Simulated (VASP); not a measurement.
All values below come from r2SCAN meta-GGA, VASP's PBE PAW potentials (set 64) (plane waves; VASP 6.6.1).

The input files of a VASP run:

### INCAR
```
EDIFF = 1E-6   # SCF stop (eV)
LASPH = .TRUE.
LMAXMIX = 4   # l cut-off of mixed one-centre charges
SIGMA = 0.05
SYSTEM = CsBr
LCHARG = .FALSE.
ISIF = 3
LWAVE = .FALSE.
LREAL = .FALSE.   # projection in real space or not
ISMEAR = 0
ALGO = Normal
IBRION = 2   # conjugate gradients
LMIXTAU = .TRUE.
NSW = 60   # most ionic steps
ENCUT = 400   # plane-wave cut-off (eV)
NELM = 100   # most electronic steps
EDIFFG = -0.01   # ionic stop
METAGGA = R2SCAN
PREC = Accurate
```

File POSCAR:
```
CsBr
1.0
  4.2900000000   0.0000000000   0.0000000000
  0.0000000000   4.2900000000   0.0000000000
  0.0000000000   0.0000000000   4.2900000000
Cs Br
1 1
direct
  0.0000000000   0.0000000000   0.0000000000
  0.5000000000   0.5000000000   0.5000000000
```

**KPOINTS**
```
Automatic mesh
0
G
 6 6 6
```

POTCAR, in this order: Cs_sv Br (PBE.64 set). Program: vasp_std.

The resulting files:

### OSZICAR
```
       N       E                     dE             d eps       ncg     rms          rms(c)
DAV:   1     0.455188106208E+02    0.45519E+02   -0.58096E+03   480   0.941E+02
DAV:   2    -0.401173818200E+02   -0.85636E+02   -0.80587E+02   712   0.172E+02
DAV:   3    -0.458859073319E+02   -0.57685E+01   -0.57532E+01   592   0.503E+01
DAV:   4    -0.459362418553E+02   -0.50335E-01   -0.50317E-01   556   0.568E+00
DAV:   5    -0.459366819732E+02   -0.44012E-03   -0.44005E-03   600   0.511E-01    0.173E+00
DAV:   6    -0.427320775928E+02    0.32046E+01   -0.59354E-01   528   0.667E+00    0.144E+00
DAV:   7    -0.416141812060E+02    0.11179E+01   -0.47571E-01   536   0.563E+00    0.533E-01
DAV:   8    -0.423557502649E+02   -0.74157E+00   -0.37121E-01   484   0.622E+00    0.467E-01
DAV:   9    -0.422883571853E+02    0.67393E-01   -0.14182E-01   488   0.441E+00    0.261E-01
DAV:  10    -0.423460967019E+02   -0.57740E-01   -0.14773E-01   480   0.414E+00    0.840E-02
DAV:  11    -0.423015832231E+02    0.44513E-01   -0.25813E-02   496   0.185E+00    0.640E-02
DAV:  12    -0.423174541867E+02   -0.15871E-01   -0.80670E-03   496   0.107E+00    0.475E-02
DAV:  13    -0.423168894287E+02    0.56476E-03   -0.21569E-04   580   0.171E-01    0.338E-02
DAV:  14    -0.423190628451E+02   -0.21734E-02   -0.10055E-03   488   0.380E-01    0.841E-03
DAV:  15    -0.423191068246E+02   -0.43980E-04   -0.63165E-05   560   0.979E-02    0.451E-03
DAV:  16    -0.423191259236E+02   -0.19099E-04   -0.49544E-06   524   0.285E-02    0.415E-03
DAV:  17    -0.423191127049E+02    0.13219E-04   -0.77835E-06   520   0.376E-02    0.921E-04
DAV:  18    -0.423191273254E+02   -0.14621E-04   -0.72500E-06   492   0.368E-02    0.786E-04
DAV:  19    -0.423191275587E+02   -0.23329E-06   -0.13728E-07   324   0.392E-03
   1 F= -.42319128E+02 E0= -.42319128E+02  d E =-.423191E+02
       N       E                     dE             d eps       ncg     rms          rms(c)
DAV:   1    -0.423324015033E+02   -0.13274E-01   -0.28764E-01   484   0.352E+00    0.537E-01
DAV:   2    -0.423232202987E+02    0.91812E-02   -0.13801E-02   492   0.807E-01    0.242E-01
DAV:   3    -0.423208510042E+02    0.23693E-02   -0.90243E-03   480   0.645E-01    0.828E-02
DAV:   4    -0.423209223949E+02   -0.71391E-04   -0.93475E-04   484   0.333E-01    0.321E-02
DAV:   5    -0.423208096393E+02    0.11276E-03   -0.55600E-04   480   0.280E-01    0.209E-02
DAV:   6    -0.423207875366E+02    0.22103E-04   -0.34738E-04   480   0.209E-01    0.870E-03
DAV:   7    -0.423208762048E+02   -0.88668E-04   -0.62116E-05   480   0.967E-02    0.210E-03
DAV:   8    -0.423208796385E+02   -0.34336E-05   -0.44842E-06   532   0.234E-02    0.116E-03
DAV:   9    -0.423208794492E+02    0.18928E-06   -0.39440E-07   332   0.801E-03
   2 F= -.42320879E+02 E0= -.42320879E+02  d E =-.175189E-02
       N       E                     dE             d eps       ncg     rms          rms(c)
DAV:   1    -0.423263850182E+02   -0.55054E-02   -0.12896E-01   480   0.236E+00    0.360E-01
DAV:   2    -0.423222713304E+02    0.41137E-02   -0.62436E-03   496   0.544E-01    0.162E-01
DAV:   3    -0.423212107886E+02    0.10605E-02   -0.40299E-03   480   0.432E-01    0.556E-02
DAV:   4    -0.423212229538E+02   -0.12165E-04   -0.42172E-04   488   0.224E-01    0.214E-02
DAV:   5    -0.423211953400E+02    0.27614E-04   -0.23480E-04   492   0.183E-01    0.138E-02
DAV:   6    -0.423211801423E+02    0.15198E-04   -0.14666E-04   484   0.134E-01    0.570E-03
DAV:   7    -0.423212174955E+02   -0.37353E-04   -0.27192E-05   496   0.633E-02    0.140E-03
DAV:   8    -0.423212192150E+02   -0.17195E-05   -0.20581E-06   444   0.162E-02    0.700E-04
DAV:   9    -0.423212191188E+02    0.96175E-07   -0.19798E-07   264   0.578E-03
   3 F= -.42321219E+02 E0= -.42321219E+02  d E =-.209156E-02
```

**OUTCAR**
```
------------------------ aborting loop because EDIFF is reached ----------------------------------------
  FORCE on cell =-STRESS in cart. coord.  units (eV):
  Direction    XX          YY          ZZ          XY          YZ          ZX
  --------------------------------------------------------------------------------------
  Total        0.0013502      0.0013502      0.0013502     -0.0000000      0.0000000     -0.0000000
  in kB        0.0267922      0.0267922      0.0267922     -0.0000000      0.0000000     -0.0000000
  external PRESSURE =       0.0267922 kB  Pullay stress =       0.0000000 kB
  volume of cell :       80.74
      direct lattice vectors                 reciprocal lattice vectors
     4.322137164 -0.000000000  0.000000000     0.231367021  0.000000000 -0.000000000
    -0.000000000  4.322137164 -0.000000000     0.000000000  0.231367021  0.000000000
     0.000000000 -0.000000000  4.322137164    -0.000000000  0.000000000  0.231367021
 POSITION                                       TOTAL-FORCE (eV/Angst)
 -----------------------------------------------------------------------------------
      0.00000      0.00000      0.00000         0.000000      0.000000      0.000000
      2.16107      2.16107      2.16107        -0.000000     -0.000000      0.000000
 -----------------------------------------------------------------------------------
    total drift:                                0.000000      0.000000      0.000000
  FREE ENERGIE OF THE ION-ELECTRON SYSTEM (eV)
  ---------------------------------------------------
  free  energy   TOTEN  =       -42.3212191188 eV

  energy  without entropy=      -42.3212191188  energy(sigma->0) =      -42.32121912

 reached required accuracy - stopping structural energy minimisation
```
(Selected blocks of OUTCAR.)

CONTCAR:
```
CsBr
   1.00000000000000
     4.3221371637495434   -0.0000000000000000    0.0000000000000000
    -0.0000000000000000    4.3221371637495434   -0.0000000000000000
     0.0000000000000000   -0.0000000000000000    4.3221371637495434
  Cs              Br
     1     1
Direct
     0.0000000000000000    0.0000000000000000    0.0000000000000000
     0.5000000000000000    0.5000000000000000    0.5000000000000000
```

Energy and stress use the plane-wave basis of the starting cell.

The compound is CsBr in the CsCl type structure. This run relaxes it. Symmetry was kept, so distortions that lower it aren't found.
